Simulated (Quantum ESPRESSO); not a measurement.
A run of Quantum ESPRESSO 7.5 is set up as follows.

Contents of pw.in:

```
&CONTROL
  calculation = 'scf'
  prefix = 'pwscf'
  outdir = './tmp'
  pseudo_dir = './pseudo'
  tprnfor = .true.
  tstress = .true.
  disk_io = 'nowf'
/
&SYSTEM
  ibrav = 0
  nat = 2
  ntyp = 1
  ecutwfc = 68
  ecutrho = 544
  nbnd = 21
  occupations = 'smearing'
  smearing = 'fd'
  degauss = 0.00367493
/
&ELECTRONS
  conv_thr = 4d-10
  electron_maxstep = 120
  mixing_beta = 0.5
/
ATOMIC_SPECIES
Sn   118.7100 sn_pbesol_v1.4.uspp.F.UPF
CELL_PARAMETERS angstrom
  -2.9401404553    2.9401404553    1.5993019889
   2.9401404553   -2.9401404553    1.5993019889
   2.9401404553    2.9401404553   -1.5993019889
ATOMIC_POSITIONS crystal
Sn     0.0070650000   -0.0047300000   -0.0123030000
Sn     0.7491880000    0.2445090000    0.4991050000
K_POINTS automatic
9 9 9 0 0 0
```

Potentials or basis: GBRV 1.5 PBEsol.

Command:

```bash
$ OMP_NUM_THREADS=1 mpirun -n 2 pw.x -nk 2 -in pw.in > pw.out
```

Question: Estimate the band gap on the k mesh.

Answer: None (metal or under the smearing width).

Question: What does it give for the largest force?

Answer: 0.177 eV/Å.

Question: Predict the pressure.

Answer: -1.7 GPa.

Forces in eV/Å, atoms in the order of the input:
```
Sn   0.172  0.044 -0.006
Sn  -0.172 -0.044  0.006
```
